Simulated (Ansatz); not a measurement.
# Cu3Ni: the cost of one run

Computed with Ansatz 0.2.0 (DFT PBE, scalar-relativistic, plane waves, PAW, unless a step's input says otherwise).

1 further run of the same task is left out (it didn't finish).

## 1. The starting structure

Symmetry: Pmmm, No. 47, orthorhombic system. Conventional cell: a = 2.576 Å, b = 3.644 Å, c = 5.153 Å, α = 90.00°, β = 90.00°, γ = 90.00°. Cu (site symmetry mm2) is surrounded by 8 Cu at 2.58 Å and 4 Ni at 2.58 Å. Cu (site symmetry mmm) has 2 Ni at 2.58 Å and 10 Cu at 2.58 Å as nearest neighbours. Ni (site symmetry mmm) has 10 Cu at 2.58 Å and 2 Ni at 2.58 Å as nearest neighbours.

As a file:

```cif
data_structure
_symmetry_space_group_name_H-M 'P 1'
_symmetry_Int_Tables_number 1
_cell_length_a 2.5765
_cell_length_b 3.6437
_cell_length_c 5.1530
_cell_angle_alpha 90.000
_cell_angle_beta 90.000
_cell_angle_gamma 90.000
_cell_volume 48.38
loop_
_atom_site_label
_atom_site_type_symbol
_atom_site_fract_x
_atom_site_fract_y
_atom_site_fract_z
_atom_site_occupancy
Cu1 Cu 0.00000 0.00000 0.25000 1
Cu2 Cu 0.50000 0.50000 0.50000 1
Cu3 Cu 0.00000 0.00000 0.75000 1
Ni1 Ni 0.50000 0.50000 0.00000 1
```

The start is an ordering of an alloy on its end members' structure types: elements ordered on the sites of the Si type, Cu/Ni on Si (Pmmm, No. 47).

## 2. Probe: one point on a coarse mesh

Input file input.yaml:

```yaml
crystal:
  lattice:
    - [2.57647902, 0.0, 0.0]
    - [0.0, 3.64369157, 0.0]
    - [0.0, 0.0, 5.15295803]
  atoms:
    - { symbol: Cu, position: [0.0, 0.0, 0.25] }
    - { symbol: Cu, position: [0.5, 0.5, 0.5] }
    - { symbol: Cu, position: [0.0, 0.0, 0.75] }
    - { symbol: Ni, position: [0.5, 0.5, 0.0], spin: 2.0 }
basis:
  ecutwfc: 420
kpoints:
  mp_grid: { grid: [6, 6, 4] }
hamiltonian:
  xc: pbe
scf:
  occupations: { method: gaussian, width: 0.1 }
  lower_state_search: "off"
output:
  forces: true
  stress: true
  eigenvalues: true
  populations: true
magnetization:
  spin_polarized: true
```

Run with:

```sh
ansatz run input.yaml --threads 1 --pin off --max-ram 2560MiB --backend cpu --events-out ev --progress --plain --runs-dir out
```

Q: Estimate wall time and peak memory on 1 thread of Intel Xeon at 2.50GHz (Skylake/Cascade Lake), shared host.

About 64 s, with a peak of 0.46 GiB.
